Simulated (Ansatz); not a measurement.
Here is an Ansatz 0.2.0 calculation.

The input input.yaml:

```yaml
crystal:
  lattice:
    - [-1.443, 1.443, 1.443]
    - [1.443, -1.443, 1.443]
    - [1.443, 1.443, -1.443]
  atoms:
    - { symbol: Fe, position: [0.0, 0.0, 0.0], spin: 3.0 }
kpoints:
  mp_grid: { grid: [13, 13, 13] }
scf:
  occupations: { method: fermi_dirac, width: 0.05 }
hamiltonian:
  xc: pbesol
  pseudopotentials: { kind: all_electron, lapw: { basis_error: 0.001 } }
magnetization:
  spin_polarized: true
output:
  forces: true
  stress: true
  eigenvalues: true
  dos: { projected: false, de: 0.1, e_range: [-10, 10] }
```

Potentials or basis: all-electron LAPW, scalar-relativistic.

Launch:

```console
$ ansatz run input.yaml --threads 2 --pin off --max-ram 6144MiB --backend cpu --events-out ev --progress --plain --runs-dir out
```

What does it give for the pressure?

-18.1 GPa.

What does it give for the site moments?

Fe +2.31 μB.

Predict the band gap on the k mesh.

none (metal or under the smearing width).

States per cell in windows of 0.5 eV (zero at the Fermi level; states under -8 eV left out):
```csv
from (eV),up,down
-8.0,0.01,0.01
-7.5,0.02,0.02
-7.0,0.03,0.02
-6.5,0.03,0.03
-6.0,0.04,0.03
-5.5,0.07,0.04
-5.0,0.17,0.05
-4.5,0.40,0.07
-4.0,0.33,0.09
-3.5,0.56,0.18
-3.0,0.59,0.22
-2.5,0.53,0.28
-2.0,0.25,0.28
-1.5,0.90,0.68
-1.0,0.82,0.62
-0.5,0.43,0.28
0.0,0.13,0.12
0.5,0.08,0.29
1.0,0.08,0.65
1.5,0.07,0.93
2.0,0.07,0.41
2.5,0.07,0.12
3.0,0.06,0.10
3.5,0.05,0.09
4.0,0.05,0.08
4.5,0.04,0.07
5.0,0.03,0.06
5.5,0.02,0.05
6.0,0.02,0.04
6.5,0.02,0.03
7.0,0.11,0.02
7.5,0.11,0.01
```
